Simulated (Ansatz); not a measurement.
## SrO: an elastic constant from a strain scan

The calculation used DFT PBEsol, scalar-relativistic, plane waves, PAW (Ansatz 0.2.0). Cutoff 420 eV, Γ-centred 8×8×8 k-points, Gaussian smearing of 0.05 eV. No spin polarisation. Energies are free energies at this smearing, counted from the undisturbed cell; pressure is positive in compression.

Zero of the scan (as given, not relaxed at this level; it stands at -0.9 GPa):

```yaml
crystal:
  lattice:
    - [0.00000, 2.56980, 2.56980]
    - [2.56980, 0.00000, 2.56980]
    - [2.56980, 2.56980, 0.00000]
  atoms:
    - { symbol: Sr, position: [0.00000, 0.00000, 0.00000] }
    - { symbol: O, position: [0.50000, 0.50000, 0.50000] }
```

The cell is strained by ε times the Voigt pattern (0, 0, 0, 0, 1, 0) (xx, yy, zz, yz, xz, xy; engineering shear) with fractional coordinates fixed. The cell holds 2 atoms in V0 = 33.94 Å³. The stress column is τ = (1/V0) dE/dε, got from the stress tensor σ (compression positive) at each point as −det(1 + εP) σ : P(1 + εP)⁻¹, with P the pattern as a tensor.

| ε | ΔE (meV/atom) | τ (GPa) |
| --- | --- | --- |
| -0.0350 | 3.522 | -1.908 |
| -0.0300 | 2.591 | -1.635 |
| -0.0250 | 1.807 | -1.361 |
| -0.0200 | 1.150 | -1.089 |
| -0.0150 | 0.637 | -0.816 |
| -0.0100 | 0.279 | -0.544 |
| -0.0050 | 0.065 | -0.272 |
| 0.0000 | 0.000 | 0.000 |
| 0.0050 | 0.065 | 0.272 |
| 0.0100 | 0.279 | 0.544 |
| 0.0150 | 0.637 | 0.816 |
| 0.0200 | 1.150 | 1.089 |
| 0.0250 | 1.807 | 1.361 |
| 0.0300 | 2.591 | 1.635 |
| 0.0350 | 3.522 | 1.908 |
| 0.0400 | ? | ? |

**Question.** Which combination of elastic constants does this scan measure, and how large is it?

**Answer.** For small ε, τ = τ0 + Kε with K = pᵀCp, which for this pattern is C44 in the cubic axes. The parabola through τ at ε = -0.0050, 0 and 0.0050 has slope K = 54 GPa at zero. The energies per cell, E = NΔE, of the wider pair ε = ±0.0300 give K = 2[E(ε₊)/ε₊ − E(ε₋)/ε₋]/[(ε₊ − ε₋)V0] = 54 GPa, in agreement.

**Question.** Predict the withheld row at ε = 0.0400 from the harmonic law, and compare.

**Answer.** ΔE = V0(τ0 ε + Kε²/2)/N = 4.611 meV/atom and τ = 2.18 GPa. The calculation gives 4.595 meV/atom and 2.18 GPa, a miss of 0.3 % of the harmonic energy, so the harmonic law still holds here.